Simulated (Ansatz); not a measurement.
CuO (Tenorite):

```xyz
4
Lattice="2.3418 -1.7113 0.0000 2.3418 1.7113 0.0000 -0.8500 0.0000 5.0579" Properties=species:S:1:pos:R:3 pbc="T T T"
Cu    0.7459   -0.8557    2.5289
Cu    1.1709    0.8557    0.0000
O     1.7043    0.2793    3.7934
O     2.1293   -0.2793    1.2645
```

```yaml
Program: Ansatz 0.2.0
Task: relaxation of cell and atoms
Functional: PBEsol
Potentials_or_basis: all-electron LAPW, scalar-relativistic
Basis_error_allowed: 0.002 eV/atom
k_mesh: 10 × 10 × 5
Occupations: fermi-dirac, width 0.05 eV
Spin: no spin polarisation
```

At the start: volume 10.13 Å³/atom.

Question: How do energy, volume and symmetry change on relaxing?

Answer: Over 11 steps the energy falls by 36.5 meV/atom and the volume is 10.67 Å³/atom (+5.2 %); space group P4_2/mmc (No. 131, to 0.05 Å).

Step by step:
| step | energy change (eV) | largest force (eV/Å) | volume (Å³) |
| --- | --- | --- | --- |
| 1 | 0.0000 | 0.3583 | 40.54 |
| 2 | -0.0233 | 0.2948 | 40.66 |
| 3 | -0.0767 | 0.0010 | 41.28 |
| 4 | -0.1093 | 0.0668 | 42.09 |
| 5 | -0.1313 | 0.0312 | 41.86 |
| 6 | -0.1443 | 0.0042 | 42.66 |
| 7 | -0.1447 | 0.0008 | 42.66 |
| 8 | -0.1447 | 0.0002 | 42.66 |
| 9 | -0.1461 | 0.0004 | 42.66 |
| 10 | -0.1462 | 0.0019 | 42.67 |
| 11 | -0.1462 | 0.0019 | 42.67 |

Final structure:
```yaml
crystal:
  lattice:
    - [2.04185, -2.04650, 0.16017]
    - [2.04185, 2.04650, 0.16017]
    - [-0.39521, 0.00000, 5.07439]
  atoms:
    - { symbol: Cu, position: [0.50000, 0.00000, 0.50000] }
    - { symbol: Cu, position: [0.00000, 0.50000, 0.00000] }
    - { symbol: O, position: [0.50007, 0.49993, 0.75000] }
    - { symbol: O, position: [0.49993, 0.50007, 0.25000] }
```

Caveat: the run has no spin polarisation, though such a crystal can be magnetic.
